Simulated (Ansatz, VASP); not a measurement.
**ZrB in VASP and in Ansatz**

INCAR

```
SYSTEM = ZrB
PREC = Accurate ; ENCUT = 520
EDIFF = 1E-6 ; ISMEAR = 0
SIGMA = 0.15 ; LREAL = .FALSE.
LASPH = .TRUE. ; NELM = 100
ALGO = Fast ; ISIF = 2
LWAVE = .FALSE. ; LCHARG = .FALSE.
GGA = PE ; NBANDS = 14
```

The input KPOINTS:

```
regular mesh
0
G
  18 18 18
  0 0 0
```

POSCAR

```
ZrB
1.0
    0.0000000000      2.2087500000      2.2087500000
    2.3250000000     -0.1162500000      2.3250000000
    2.3250000000      2.3250000000     -0.1162500000
Zr B
1 1
Direct
    0.0000000000      0.0000000000      0.0000000000
    0.5000000000      0.5000000000      0.5000000000
```

Input for Ansatz:

```yaml
crystal:
  lattice:
    - [0.0, 2.20875, 2.20875]
    - [2.325, -0.11625, 2.325]
    - [2.325, 2.325, -0.11625]
  atoms:
    - { symbol: Zr, position: [0.0, 0.0, 0.0] }
    - { symbol: B, position: [0.5, 0.5, 0.5] }
basis:
  ecutwfc: 420
kpoints:
  mp_grid: { grid: [18, 18, 18] }
hamiltonian:
  xc: pbe
scf:
  occupations: { method: gaussian, width: 0.15 }
output:
  forces: true
  stress: true
  eigenvalues: true
```

Change from the starting cell: strain -0.1000 x Voigt [0, 0, 0, 1, 0, 0], atoms carried along.

Alike in both runs: task single point; functional PBE; k mesh 18 × 18 × 18; occupations gaussian, width 0.15 eV; no spin polarisation.

|  | VASP | Ansatz |
| --- | --- | --- |
| version | VASP 6.6.1 | Ansatz 0.2.0 |
| potentials or method | VASP PAW PBE potentials, release 64 (Zr_sv, B) | scalar-relativistic, plane waves, PAW |
| plane-wave cutoff (eV) | 520 | 420 |
| valence electrons in the cell | 15 | 15 |

Ansatz gave:

```
gap on the k mesh at the Fermi level (eV)       : none
pressure (GPa)                                  : 35.3
largest component of the traceless stress (GPa) : 5.17
```

Estimate VASP's values.

gap on the k mesh at the Fermi level (eV): none; pressure (GPa): 35.5; largest component of the traceless stress (GPa): 5.15.

A gap of «none» marks a metal or a gap that the smearing closes.

Caveats: so large a pressure means that the cell lies far from this level's equilibrium, or that cutoff or potentials fall short (VASP).
